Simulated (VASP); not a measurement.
## W: single point with PBE

The system is W.

```
CELL_PARAMETERS angstrom
-1.57669 1.57669 1.57669
1.57669 -1.57669 1.57669
1.57669 1.57669 -1.57669
ATOMIC_POSITIONS crystal
W 0.00000 0.00000 0.00000
```

The cell isn't the ideal one: a relaxed cell with its volume scaled by 0.97.

```yaml
Program: VASP 6.6.1
Task: single point
Functional: PBE
Potentials_or_basis: VASP PAW PBE potentials, release 64 (W_sv)
Cutoff: 700 eV
k_mesh: 18 × 18 × 18
Occupations: gaussian, width 0.1 eV
Spin: no spin polarisation
```

```
Pressure               : 10.0 GPa
Band gap on the k mesh : none (metal or under the smearing width)
```

Levels at points of the mesh, in eV from the Fermi level:
```
           k point  band 3  band 4  band 5  band 6  band 7  band 8  band 9  band 10  band 11  band 12
(0.00, 0.00, 0.00)  -37.71  -37.71   -9.69   -1.24   -1.24   -1.24    2.29     2.29    14.55    14.55
(0.50, 0.00, 0.00)  -38.14  -37.72   -6.34   -3.62    0.72    2.19    3.19     6.26    11.27    11.52
(0.50, 0.50, 0.50)  -38.64  -38.64   -5.92   -5.92    5.25    5.25    5.25     8.34     8.34     8.34
```

Run time: 28 s on 1 thread of Intel(R) Xeon(R) Platinum 8488C (Sapphire Rapids) (shared host), peak memory 0.18 GiB.

The run has no spin-orbit coupling, so splittings on W are missing.
